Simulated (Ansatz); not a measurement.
Moving the dispersion correction in WSi2

The cell as given:

```
CELL_PARAMETERS angstrom
4.61685 0.00000 0.00000
-2.30843 3.99831 0.00000
0.00000 0.00000 6.65322
ATOMIC_POSITIONS crystal
W 0.50000 0.00000 0.50000
W 0.50000 0.50000 0.83333
W 0.00000 0.50000 0.16667
Si 0.32725 0.16363 0.16667
Si 0.83637 0.16363 0.83333
Si 0.16363 0.32725 0.50000
Si 0.67275 0.83637 0.16667
Si 0.16363 0.83637 0.83333
Si 0.83637 0.67275 0.50000
```

Measurements of this composition are mostly on another form, of space group No. 139.

Kept alike: task relaxation of cell and atoms; functional PBEsol; k mesh 7 × 7 × 4; occupations fermi-dirac, width 0.05 eV; no spin polarisation. Program: Ansatz, Ansatz PAW, cutoff 420 eV. The mesh is that of the run's cell of 9 atoms. No spin-orbit coupling.

| dispersion correction | volume (Å³/atom) | first edge of the run's cell (Å) | third edge of the run's cell (Å) |
| --- | --- | --- | --- |
| D3(BJ) | 12.930 | 4.530 | 6.548 |
| D3(BJ)-ATM | 13.000 | 4.539 | 6.558 |
| D4 | 13.102 | 4.552 | 6.572 |
| none | 13.306 | 4.577 | 6.602 |

The relaxations keep at least the cell's symmetry (P6_222). Relaxations stop with a little pressure left, so the last digits of a volume or edge aren't settled. All rows use potentials made for PBE.

Q: What does the dispersion correction change here?

A: The volume runs from 12.930 (D3(BJ)) to 13.306 Å³/atom (none). Against no correction: D3(BJ) -2.8 %; D3(BJ)-ATM -2.3 %; D4 -1.5 %. Dispersion terms mostly attract and so lower the volume; the schemes' coefficients and damping set how far. The first edge of the run's cell runs from 4.530 (D3(BJ)) to 4.577 Å (none). The third edge of the run's cell runs from 6.548 (D3(BJ)) to 6.602 Å (none).
